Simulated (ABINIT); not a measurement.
# TaN (P1) in ABINIT: convergence with cutoff

Aim: find how far cutoff must go before the results for TaN settle, at PBEsol. This setting moves, with any that are tied to it; all else stays.

Everything below comes from runs of ABINIT 10.8.3 (patched build). Logs are shortened: lines on timing, memory, paths and dates and some standing lists are left out, and cuts for length are marked. The log counts tension as positive stress, the text compression.

## Step 1: The cell of the first run

The typed cell holds 2 atoms: a = 3.523 Å, b = 3.523 Å, c = 3.523 Å, α = 60.00°, β = 60.00°, γ = 60.00°.

The cell comes from a database or a generator and needn't be the stable form of this composition.

The cell isn't the ideal one: atoms moved at random, drawn with an rms of 0.05 Å.

## Step 2: With cutoff 10.5 Ha

Input file run.abi:

```
# Pseudopotentials
pp_dirpath "./"
pseudos "Ta.GGA_PBE-JTH.xml, N.GGA_PBE-JTH.xml"

# Structure
acell 3.5230093054 3.5230093054 3.5230093054 Angstrom
rprim
     0.0000000000     0.7071067812     0.7071067812
     0.7071067812     0.0000000000     0.7071067812
     0.7071067812     0.7071067812     0.0000000000
ntypat 2
znucl 73 7
natom 2
typat 1 2
xred
     0.0029840000    -0.0003780000     0.0017680000
     0.2411450000     0.2403560000     0.2693490000
chkprim 0
chksymtnons 0
tolsym 1.0e-6

# Plane-wave basis
ecut 285.719556 eV
pawecutdg 63.6
pawxcdev 0

# k points
kptopt 1
ngkpt 6 6 6
nshiftk 1
shiftk 0.0 0.0 0.0

# Exchange and correlation
ixc -116133

# Bands and occupations
nband 13
occopt 7
tsmear 0.05 eV

# SCF cycle
nstep 100
tolvrs 1.0e-9

# Output
iomode 3
prtwf 0
prtden 0
prteig 0
prtebands 0
```

Potentials or basis: JTH PAW PBE v2.0.

Command:

```
abinit run.abi > log 2>&1
```

run.abo:

```text
.Version 10.8.3 of ABINIT
 Symmetries : space group P1 (#  1); Bravais aP (primitive triclinic)
================================================================================
 Values of the parameters that define the memory need of the present run
     intxc =       0    ionmov =       0      iscf =      17    lmnmax =      18
     lnmax =       6     mgfft =      20  mpssoang =       3    mqgrid =    3001
     natom =       2  nloc_mem =       2    nspden =       1   nspinor =       1
    nsppol =       1      nsym =       1    n1xccc =       1    ntypat =       2
    occopt =       7   xclevel =       2
       mpw =         347          nfft =        8000          nkpt =         112
 PAW method is used; the additional fine FFT grid is defined by:
   mgfftf=        48    nfftf =    110592
================================================================================
================================================================================

--------------------------------------------------------------------------------
------------- Echo of variables that govern the present computation ------------
--------------------------------------------------------------------------------
 -outvars: echo values of preprocessed input variables --------
            acell      6.6575227262E+00  6.6575227262E+00  6.6575227262E+00 Bohr
              amu      1.80947900E+02  1.40067400E+01
          chkprim           0
      chksymtnons           0
             ecut      1.05000000E+01 Hartree
                       outvar_i_n : Printing only first  50 k-points.
              ixc     -116133
                       outvar_i_n : Printing only first  50 k-points.
         kptrlatt        6    0    0      0    6    0      0    0    6
          kptrlen      3.99451364E+01
            natom           2
            nband          13
            ngfft          20      20      20
          ngfftdg          48      48      48
             nkpt         112
            nstep         100
             nsym           1
           ntypat           2
                       prtocc : prtvol=0, do not print more k-points.
           occopt           7
        pawecutdg      6.36000000E+01 Hartree
         pawxcdev           0
           prtden           0
        prtebands           0
           prteig           0
            prtwf           0
            rprim      0.0000000000E+00  7.0710678120E-01  7.0710678120E-01
                       7.0710678120E-01  0.0000000000E+00  7.0710678120E-01
                       7.0710678120E-01  7.0710678120E-01  0.0000000000E+00
          spgroup           1
           tolsym      1.00000000E-06
           tolvrs      1.00000000E-09
           tsmear      1.83746611E-03 Hartree
            typat      1  2
           useylm           1
                       outvars : Printing only first  50 k-points.
           xangst      3.4626898404E-03  1.1837915195E-02  6.4919206648E-03
                       1.2697484353E+00  1.2717139478E+00  1.1994882164E+00
            xcart      6.5435354573E-03  2.2370417621E-02  1.2267952088E-02
                       2.3994767916E+00  2.4031910718E+00  2.2667042203E+00
             xred      2.9840000000E-03 -3.7800000000E-04  1.7680000000E-03
                       2.4114500000E-01  2.4035600000E-01  2.6934900000E-01
            znucl       73.00000    7.00000

================================================================================

[... 123 lines left out ...]
    2       0.003621779949      0.001892003470     -0.009846895899

 cartesian coordinates (angstrom) at end:
    1      0.00346268984041     0.01183791519542     0.00649192066483
    2      1.26974843532814     1.27171394776273     1.19948821643683

 cartesian forces (hartree/bohr) at end:
    1     -0.00122649644114    -0.00083020215144     0.00163460389998
    2      0.00122649644114     0.00083020215144    -0.00163460389998
 frms,max,avg= 1.2735068E-03 1.6346039E-03   3.082E-06  3.193E-05  3.120E-06 h/b

 cartesian forces (eV/Angstrom) at end:
    1     -0.06306898279843    -0.04269071107943     0.08405471209897
    2      0.06306898279843     0.04269071107943    -0.08405471209897
 frms,max,avg= 6.5486355E-02 8.4054712E-02   1.585E-04  1.642E-03  1.604E-04 e/A
 length scales=  6.657522726231  6.657522726231  6.657522726231 bohr
              =  3.523009305400  3.523009305400  3.523009305400 angstroms
 Fermi (or HOMO) energy (hartree) =   0.11917   Average Vxc (hartree)=  -0.41940
 Eigenvalues (hartree) for nkpt= 112  k points:
 kpt#   1, nband= 13, wtk=  0.00463, kpt=  0.0000  0.0000  0.0000 (reduced coord)
  -2.43779   -1.20074   -1.20052   -1.19966   -0.51158   -0.10983   -0.10527   -0.10182
   0.06015    0.13064    0.13088    0.29524    0.30692
      occupation numbers for kpt#   1
   2.00000    2.00000    2.00000    2.00000    2.00000    2.00000    2.00000    2.00000
   2.00000    0.00000    0.00000    0.00000    0.00000
 prteigrs : prtvol=0 or 1, do not print more k-points.

--- !EnergyTerms
iteration_state     : {dtset: 1, }
comment             : Components of total free energy in Hartree
kinetic             :  1.13098748503694E+01
hartree             :  1.23645293800916E+01
xc                  : -1.06545850000759E+01
Ewald energy        : -5.27638920951663E+01
psp_core            :  6.90164602941749E+00
local_psp           : -2.10124391683370E+01
PAW spherical_terms : -1.50772574746047E+01
internal            : -6.89321234783055E+01
'-kT*entropy'       : -1.03445562024433E-04
total_energy        : -6.89322269238675E+01
total_energy_eV     : -1.87574145162097E+03
...

--- !EnergyTermsDC
iteration_state     : {dtset: 1, }
comment             : '"Double-counting" decomposition of free energy'
band_energy         : -1.34697130591154E+01
Ewald energy        : -5.27638920951663E+01
psp_core            :  6.90164602941749E+00
xc_dc               : -1.59546293959885E+01
PAW spherical_terms :  6.35446615794049E+00
internal            : -6.89321223629123E+01
'-kT*entropy'       : -1.03445562024433E-04
total_energy_dc     : -6.89322258084743E+01
total_energy_dc_eV  : -1.87574142126957E+03
...

--- !EnergyTermsWithPAWCore
iteration_state     : {dtset: 1, }
comment             : 'Components of total free energy, including PAW core contributions'
Total energy        : -1.56548032820878E+04
Total energy DC     : -1.56548032809724E+04
Total energy (eV)   : -4.25988898713741E+05
Total energy DC (eV): -4.25988898683390E+05
...

 Cartesian components of stress tensor (hartree/bohr^3)
  sigma(1 1)=  2.26414086E-03  sigma(3 2)=  1.66832929E-05
  sigma(2 2)=  2.26201926E-03  sigma(3 1)=  1.42169045E-05
  sigma(3 3)=  2.27208666E-03  sigma(2 1)= -3.02568970E-05

-Cartesian components of stress tensor (GPa)         [Pressure= -6.6670E+01 GPa]
- sigma(1 1)=  6.66133239E+01  sigma(3 2)=  4.90839424E-01
- sigma(2 2)=  6.65509043E+01  sigma(3 1)=  4.18275770E-01
- sigma(3 3)=  6.68470973E+01  sigma(2 1)= -8.90188642E-01

== END DATASET(S) ==============================================================
================================================================================

 -outvars: echo values of variables after computation  --------
            acell      6.6575227262E+00  6.6575227262E+00  6.6575227262E+00 Bohr
           etotal     -6.8932225808E+01
            fcart     -1.2264964411E-03 -8.3020215144E-04  1.6346039000E-03
                       1.2264964411E-03  8.3020215144E-04 -1.6346039000E-03
            rprim      0.0000000000E+00  7.0710678120E-01  7.0710678120E-01
                       7.0710678120E-01  0.0000000000E+00  7.0710678120E-01
                       7.0710678120E-01  7.0710678120E-01  0.0000000000E+00
           strten      2.2641408585E-03  2.2620192612E-03  2.2720866558E-03
                       1.6683292937E-05  1.4216904465E-05 -3.0256896960E-05
           xangst      3.4626898404E-03  1.1837915195E-02  6.4919206648E-03
                       1.2697484353E+00  1.2717139478E+00  1.1994882164E+00
             xred      2.9840000000E-03 -3.7800000000E-04  1.7680000000E-03
                       2.4114500000E-01  2.4035600000E-01  2.6934900000E-01
 Calculation completed.
```

It took 22 s on 1 thread of Arm Neoverse V1, shared host; peak memory 0.12 GiB.

Results:

```yaml
Free_energy: -1875.7414 eV
Largest_force: 0.113 eV/Å
Band_gap_on_the_k_mesh: none (metal or under the smearing width)
Valence_electrons_inside_the_program's_atomic_spheres: Ta 10.46; N 2.44
```

## Step 3: With cutoff 13 Ha

Edit run.abi of step 2 so:

```diff
@@ -22,3 +22,3 @@
 # Plane-wave basis
-ecut 285.719556 eV
+ecut 353.748021 eV
 pawecutdg 63.6
```

Potentials or basis: JTH PAW PBE v2.0.

Command:

```
abinit run.abi > log 2>&1
```

Wall time 32 s (1 thread of Arm Neoverse V1, shared host); peak memory 0.13 GiB.

Results (log left out):

```yaml
Free_energy: -1877.6542 eV
Largest_force: 0.198 eV/Å
Band_gap_on_the_k_mesh: none (metal or under the smearing width)
Valence_electrons_inside_the_program's_atomic_spheres: Ta 10.45; N 2.50
```

## Step 4: With cutoff 15.5 Ha

Edit run.abi of step 3 so:

```diff
@@ -22,3 +22,3 @@
 # Plane-wave basis
-ecut 353.748021 eV
+ecut 421.776487 eV
 pawecutdg 63.6
```

Command:

```
abinit run.abi > log 2>&1
```

Wall time 34 s (1 thread of Arm Neoverse V1, shared host); peak memory 0.14 GiB.

It converged, with:

```
Free energy                                           : -1878.5654 eV
Largest force                                         : 0.188 eV/Å
Band gap on the k mesh                                : none (metal or under the smearing width)
Valence electrons inside the program's atomic spheres : Ta 10.44; N 2.51
```

## Step 5: With cutoff 18 Ha

Edit run.abi of step 4 so:

```diff
@@ -22,3 +22,3 @@
 # Plane-wave basis
-ecut 421.776487 eV
+ecut 489.804952 eV
 pawecutdg 63.6
```

Command:

```
abinit run.abi > log 2>&1
```

Wall time 48 s (1 thread of Arm Neoverse V1, shared host); peak memory 0.15 GiB.

Results (log left out):

```
Free energy                                           : -1878.9460 eV
Largest force                                         : 0.195 eV/Å
Band gap on the k mesh                                : none (metal or under the smearing width)
Valence electrons inside the program's atomic spheres : Ta 10.44; N 2.52
```

## Step 6: With cutoff 22 Ha

Edit run.abi of step 5 so:

```diff
@@ -22,3 +22,3 @@
 # Plane-wave basis
-ecut 489.804952 eV
+ecut 598.650497 eV
 pawecutdg 63.6
```

Potentials or basis: JTH PAW PBE v2.0.

Command:

```
abinit run.abi > log 2>&1
```

It took 66 s on 1 thread of Arm Neoverse V1, shared host; peak memory 0.16 GiB.

The run converged. Its results:

```
Free energy                                           : -1879.1416 eV
Largest force                                         : 0.189 eV/Å
Band gap on the k mesh                                : none (metal or under the smearing width)
Valence electrons inside the program's atomic spheres : Ta 10.44; N 2.52
```

## Step 7: With cutoff 26 Ha

Edit run.abi of step 6 so:

```diff
@@ -22,3 +22,3 @@
 # Plane-wave basis
-ecut 598.650497 eV
+ecut 707.496042 eV
 pawecutdg 63.6
```

Command:

```
abinit run.abi > log 2>&1
```

Run time: 76 s. Hardware: 1 thread of Arm Neoverse V1, shared host; peak memory 0.17 GiB.

The run converged. Its results:

```yaml
Free_energy: -1879.1743 eV
Pressure: -29.9 GPa
Largest_force: 0.191 eV/Å
Band_gap_on_the_k_mesh: none (metal or under the smearing width)
Valence_electrons_inside_the_program's_atomic_spheres: Ta 10.44; N 2.52
```

## Step 8: With cutoff 30 Ha

Edit run.abi of step 7 so:

```diff
@@ -22,3 +22,3 @@
 # Plane-wave basis
-ecut 707.496042 eV
+ecut 816.341587 eV
 pawecutdg 63.6
```

Command:

```
abinit run.abi > log 2>&1
```

Run time: 1.9 min. Hardware: 1 thread of Arm Neoverse V1, shared host; peak memory 0.19 GiB.

Results (log left out):

- Free energy: -1879.1765 eV
- Pressure: -29.9 GPa
- Largest force: 0.191 eV/Å
- Band gap on the k mesh: none (metal or under the smearing width)
- Valence electrons inside the program's atomic spheres: Ta 10.44; N 2.52

## Step 9: With cutoff 35 Ha

Edit run.abi of step 8 so:

```diff
@@ -22,3 +22,3 @@
 # Plane-wave basis
-ecut 816.341587 eV
+ecut 952.398519 eV
 pawecutdg 63.6
```

Potentials or basis: JTH PAW PBE v2.0.

Command:

```
abinit run.abi > log 2>&1
```

It took 2.3 min on 1 thread of Arm Neoverse V1, shared host; peak memory 0.22 GiB.

The run converged. Its results:

| Property | Result |
| --- | --- |
| Free energy | -1879.1841 eV |
| Pressure | -30.0 GPa |
| Largest force | 0.191 eV/Å |
| Band gap on the k mesh | none (metal or under the smearing width) |
| Valence electrons inside the program's atomic spheres | Ta 10.44; N 2.52 |

## Step 10: With cutoff 41.5 Ha

Edit run.abi of step 9 so:

```diff
@@ -22,3 +22,3 @@
 # Plane-wave basis
-ecut 952.398519 eV
+ecut 1129.272529 eV
 pawecutdg 63.6
```

Command:

```
abinit run.abi > log 2>&1
```

Wall time 2.9 min (1 thread of Arm Neoverse V1, shared host); peak memory 0.25 GiB.

It converged, with:

```
Free energy                                           : -1879.1924 eV
Pressure                                              : -30.0 GPa
Largest force                                         : 0.192 eV/Å
Band gap on the k mesh                                : none (metal or under the smearing width)
Valence electrons inside the program's atomic spheres : Ta 10.44; N 2.52
```

## Step 11: Result

| cutoff | energy less the tightest run, at zero smearing (meV/atom) | largest force (eV/Å) | SCF cycles | CPU time (s) | peak memory (GiB) |
| --- | --- | --- | --- | --- | --- |
| 10.5 Ha | 1725.47 | 0.113 | 12 | 22 | 0.12 |
| 13 Ha | 769.08 | 0.198 | 12 | 32 | 0.13 |
| 15.5 Ha | 313.50 | 0.188 | 12 | 34 | 0.14 |
| 18 Ha | 123.17 | 0.195 | 13 | 48 | 0.15 |
| 22 Ha | 25.41 | 0.189 | 14 | 66 | 0.16 |
| 26 Ha | 9.03 | 0.191 | 14 | 76 | 0.17 |
| 30 Ha | 7.96 | 0.191 | 15 | 110 | 0.19 |
| 35 Ha | 4.13 | 0.191 | 16 | 140 | 0.22 |
| 41.5 Ha | 0.00 | 0.192 | 16 | 170 | 0.25 |

Against the tightest run, the largest force stays within 0.005 eV/Å from 15.5 Ha on. Not settled before the last step: the energy (to 1 meV/atom). The tightest run that finished is the yardstick and may itself not be fully converged.

Caveats: all runs use coarse meshes; the PAW data sets were made with another functional, which shifts forces and pressure a little.
